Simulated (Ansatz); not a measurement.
# Computed frozen-phonon scan: InN (wurtzite)

InN (wurtzite)

```yaml
crystal:
  lattice:
    - [7.16106, 0.00000, 0.00000]
    - [-1.79026, 3.10083, 0.00000]
    - [0.00000, 0.00000, 5.78779]
  atoms:
    - { symbol: In, position: [0.33333, 0.33333, 0.50197] }
    - { symbol: In, position: [0.83333, 0.33333, 0.50197] }
    - { symbol: In, position: [0.16667, 0.66667, 0.00197] }
    - { symbol: In, position: [0.66667, 0.66667, 0.00197] }
    - { symbol: N, position: [0.33333, 0.33333, 0.12323] }
    - { symbol: N, position: [0.83333, 0.33333, 0.12323] }
    - { symbol: N, position: [0.16667, 0.66667, 0.62323] }
    - { symbol: N, position: [0.66667, 0.66667, 0.62323] }
```

The atoms are displaced by Q × the pattern below (from a DFPT mode at M = (0.5, 0.0, 0.0), largest move 1; Q in Å), at fixed cell. (q is in reciprocal vectors of the primitive cell; the cell shown is doubled to hold the pattern.)

```
atom       x       y      z
----  ------  ------  -----
In1    0.052  -0.089  0.000
In2   -0.052   0.089  0.000
In3    0.052  -0.089  0.000
In4   -0.052   0.089  0.000
N5    -0.500   0.866  0.000
N6     0.500  -0.866  0.000
N7    -0.500   0.866  0.000
N8     0.500  -0.866  0.000
```

These are PBE (plane waves to 420 eV, PAW, scalar-relativistic; Ansatz, a program for electronic structure) values and carry that method's errors. k mesh 11×11×6 (Γ-centred), Fermi-Dirac smearing 0.05 eV. Energies are smeared free energies. Stress and pressure are positive under compression. With partly filled bands, energies and forces of such displacements shift with the k mesh and the smearing. At this level the bands of InN touch or barely overlap; measurements give the solid a gap. InN was relaxed with its symmetry unable to fall. ΔE is measured from the undisplaced structure.

```csv
Q (Å),ΔE (meV/cell),P (GPa),−dE/dQ from forces (eV/Å)
-0.180,798,2.6,9.124
-0.150,549,1.8,7.472
-0.120,349,1.1,5.891
-0.090,195,0.6,4.368
-0.060,86,0.3,2.888
-0.030,22,0.1,1.437
0.000,0,0.0,0.000
0.030,22,0.1,-1.437
0.060,86,0.3,-2.888
0.090,195,0.6,-4.368
0.120,349,1.1,-5.891
0.150,549,1.8,-7.472
0.180,798,2.6,-9.124
```

Key numbers:

| Item | Value |
|---|---|
| Energy at Q = 0.180 Å | 798 meV/cell |
| Space group of the distorted cell | Pna2_1 (No. 33), lowered from P6_3mc |
| Symmetry of the curve | even: the same for both signs |
| Shape of the curve | a single well with its minimum at or next to zero displacement |
| Harmonic wavenumber from the curvature (finite differences) | 462 cm⁻¹ |
| Wavenumber by perturbation theory (DFPT, on another k mesh) | 462 cm⁻¹ |

The 13 points together took about 11 core-minutes (a rough figure).

(A displaced cell: forces are minus the slopes of the energy, force constants its curvatures, and phonons follow from these.)
